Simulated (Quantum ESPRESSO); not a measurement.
Input of a Quantum ESPRESSO 7.5 run:

The input pw.in:

```
&CONTROL
  calculation = 'scf'
  prefix = 'pwscf'
  outdir = './tmp'
  pseudo_dir = './pseudo'
  tprnfor = .true.
  tstress = .true.
  disk_io = 'low'
/
&SYSTEM
  ibrav = 0
  nat = 1
  ntyp = 1
  ecutwfc = 68
  nbnd = 10
  occupations = 'smearing'
  smearing = 'fd'
  degauss = 0.00367493
/
&ELECTRONS
  conv_thr = 2d-10
  electron_maxstep = 120
  mixing_beta = 0.5
/
ATOMIC_SPECIES
Sr    87.6200 Sr.upf
CELL_PARAMETERS angstrom
   0.0000000000    3.0423500000    3.0423500000
   3.0423500000    0.0000000000    3.0423500000
   3.0423500000    3.0423500000    0.0000000000
ATOMIC_POSITIONS crystal
Sr     0.0000000000    0.0000000000    0.0000000000
K_POINTS automatic
8 8 8 0 0 0
```

bands.in

```
&CONTROL
  calculation = 'bands'
  prefix = 'pwscf'
  outdir = './tmp'
  pseudo_dir = './pseudo'
  disk_io = 'low'
  verbosity = 'high'
/
&SYSTEM
  ibrav = 0
  nat = 1
  ntyp = 1
  ecutwfc = 68
  nbnd = 10
  occupations = 'smearing'
  smearing = 'fd'
  degauss = 0.00367493
/
&ELECTRONS
  conv_thr = 1d-08
  electron_maxstep = 120
  mixing_beta = 0.5
  diago_full_acc = .true.
  startingwfc = 'random'
/
ATOMIC_SPECIES
Sr    87.6200 Sr.upf
CELL_PARAMETERS angstrom
   0.0000000000    3.0423500000    3.0423500000
   3.0423500000    0.0000000000    3.0423500000
   3.0423500000    3.0423500000    0.0000000000
ATOMIC_POSITIONS crystal
Sr     0.0000000000    0.0000000000    0.0000000000
K_POINTS crystal
60
 0.0000000000  0.0000000000  0.0000000000 1
 0.0625000000  0.0000000000  0.0625000000 1
 0.1250000000  0.0000000000  0.1250000000 1
 0.1875000000  0.0000000000  0.1875000000 1
 0.2500000000  0.0000000000  0.2500000000 1
 0.3125000000  0.0000000000  0.3125000000 1
 0.3750000000  0.0000000000  0.3750000000 1
 0.4375000000  0.0000000000  0.4375000000 1
 0.5000000000  0.0000000000  0.5000000000 1
 0.5000000000  0.0625000000  0.5625000000 1
 0.5000000000  0.1250000000  0.6250000000 1
 0.5000000000  0.1875000000  0.6875000000 1
 0.5000000000  0.2500000000  0.7500000000 1
 0.4375000000  0.3125000000  0.7500000000 1
 0.3750000000  0.3750000000  0.7500000000 1
 0.3375000000  0.3375000000  0.6750000000 1
 0.3000000000  0.3000000000  0.6000000000 1
 0.2625000000  0.2625000000  0.5250000000 1
 0.2250000000  0.2250000000  0.4500000000 1
 0.1875000000  0.1875000000  0.3750000000 1
 0.1500000000  0.1500000000  0.3000000000 1
 0.1125000000  0.1125000000  0.2250000000 1
 0.0750000000  0.0750000000  0.1500000000 1
 0.0375000000  0.0375000000  0.0750000000 1
 0.0000000000  0.0000000000  0.0000000000 1
 0.0625000000  0.0625000000  0.0625000000 1
 0.1250000000  0.1250000000  0.1250000000 1
 0.1875000000  0.1875000000  0.1875000000 1
 0.2500000000  0.2500000000  0.2500000000 1
 0.3125000000  0.3125000000  0.3125000000 1
 0.3750000000  0.3750000000  0.3750000000 1
 0.4375000000  0.4375000000  0.4375000000 1
 0.5000000000  0.5000000000  0.5000000000 1
 0.5250000000  0.4500000000  0.5250000000 1
 0.5500000000  0.4000000000  0.5500000000 1
 0.5750000000  0.3500000000  0.5750000000 1
 0.6000000000  0.3000000000  0.6000000000 1
 0.6250000000  0.2500000000  0.6250000000 1
 0.5833333333  0.2500000000  0.6666666667 1
 0.5416666667  0.2500000000  0.7083333333 1
 0.5000000000  0.2500000000  0.7500000000 1
 0.5000000000  0.2857142857  0.7142857143 1
 0.5000000000  0.3214285714  0.6785714286 1
 0.5000000000  0.3571428571  0.6428571429 1
 0.5000000000  0.3928571429  0.6071428571 1
 0.5000000000  0.4285714286  0.5714285714 1
 0.5000000000  0.4642857143  0.5357142857 1
 0.5000000000  0.5000000000  0.5000000000 1
 0.4821428571  0.4821428571  0.5357142857 1
 0.4642857143  0.4642857143  0.5714285714 1
 0.4464285714  0.4464285714  0.6071428571 1
 0.4285714286  0.4285714286  0.6428571429 1
 0.4107142857  0.4107142857  0.6785714286 1
 0.3928571429  0.3928571429  0.7142857143 1
 0.3750000000  0.3750000000  0.7500000000 1
 0.6250000000  0.2500000000  0.6250000000 1
 0.5937500000  0.1875000000  0.5937500000 1
 0.5625000000  0.1250000000  0.5625000000 1
 0.5312500000  0.0625000000  0.5312500000 1
 0.5000000000  0.0000000000  0.5000000000 1
```

Potentials or basis: PseudoDojo 0.4.1 SR PBE standard.

Command:

```bash
$ OMP_NUM_THREADS=1 pw.x -in pw.in > pw.out
$ OMP_NUM_THREADS=1 pw.x -in bands.in > bands.out
```

Problem. Estimate the band gap on the k mesh.

Solution. None (metal or under the smearing width).

Problem. Predict the pressure.

Solution. -0.3 GPa.

Levels at the corners of the path, in eV from the Fermi level:
| point | band 1 | band 2 | band 3 | band 4 | band 5 | band 6 | band 7 | band 8 | band 9 | band 10 |
| --- | --- | --- | --- | --- | --- | --- | --- | --- | --- | --- |
| Γ | -36.62 | -18.51 | -18.51 | -18.51 | -3.58 | 2.35 | 2.35 | 2.35 | 3.78 | 3.78 |
| X | -36.61 | -18.68 | -18.58 | -18.58 | -0.58 | 0.40 | 1.02 | 4.80 | 5.09 | 5.09 |
| W | -36.61 | -18.63 | -18.63 | -18.58 | 0.11 | 0.65 | 0.65 | 2.22 | 5.10 | 5.25 |
| K | -36.61 | -18.65 | -18.61 | -18.56 | -0.05 | 0.26 | 0.83 | 3.39 | 3.78 | 4.62 |
| Γ | -36.62 | -18.51 | -18.51 | -18.51 | -3.58 | 2.35 | 2.35 | 2.35 | 3.78 | 3.78 |
| L | -36.61 | -18.69 | -18.54 | -18.54 | -1.08 | 0.06 | 2.20 | 2.20 | 4.80 | 4.80 |
| U | -36.61 | -18.65 | -18.61 | -18.56 | -0.05 | 0.26 | 0.83 | 3.39 | 3.78 | 4.62 |
| W | -36.61 | -18.63 | -18.63 | -18.58 | 0.11 | 0.65 | 0.65 | 2.22 | 5.10 | 5.25 |
| L | -36.61 | -18.69 | -18.54 | -18.54 | -1.08 | 0.06 | 2.20 | 2.20 | 4.80 | 4.80 |
| K | -36.61 | -18.65 | -18.61 | -18.56 | -0.05 | 0.26 | 0.83 | 3.39 | 3.78 | 4.62 |
| U | -36.61 | -18.65 | -18.61 | -18.56 | -0.05 | 0.26 | 0.83 | 3.39 | 3.78 | 4.62 |
| X | -36.61 | -18.68 | -18.58 | -18.58 | -0.58 | 0.40 | 1.02 | 4.80 | 5.09 | 5.09 |

Caveat: some levels on the path didn't converge.
